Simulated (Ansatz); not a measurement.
Input and command of a calculation in Ansatz (plane waves; scalar-relativistic PAW potentials unless the input names others):

```yaml
crystal:
  lattice:
    - [0.0, 2.0843078071, 2.0843078071]
    - [2.0843078071, 0.0, 2.0843078071]
    - [2.0843078071, 2.0843078071, 0.0]
  atoms:
    - { symbol: Pt, position: [0.0, 0.0, 0.0] }
basis:
  ecutwfc: "520 ev"
kpoints:
  mp_grid: { grid: [26, 26, 26] }
hamiltonian:
  xc: pbe
scf:
  occupations: { method: gaussian, width: 0.15 }
  max_iter: 75
output:
  forces: true
  eigenvalues: true
  stress: true
```

```bash
ansatz run input.yaml --threads 2 --pin off --max-ram 5120MiB --backend cpu --events-out ev --progress --plain --runs-dir out
```

Q: What is wrong with this input?

A: The program refuses it, because of a cutoff in the wrong unit (basis.ecutwfc: 420 → "520 ev"). With the sound run's settings it is accepted.

Abridged log:
```
Error: YAML parse error: error: line 9 column 12: unknown unit factor `ev` — a unit is read by its exact case: `eV` is a unit here, `ev` is not
  --> <input>:9:12
   |
 7 |     - { symbol: Pt, position: [0.0, 0.0, 0.0] }
 8 | basis:
 9 |   ecutwfc: "520 ev"
   |            ^ unknown unit factor `ev` — a unit is read by its exact case: `eV` is a unit here, `ev` is not
10 | kpoints:
11 |   mp_grid: { grid: [26, 26, 26] }
   |
```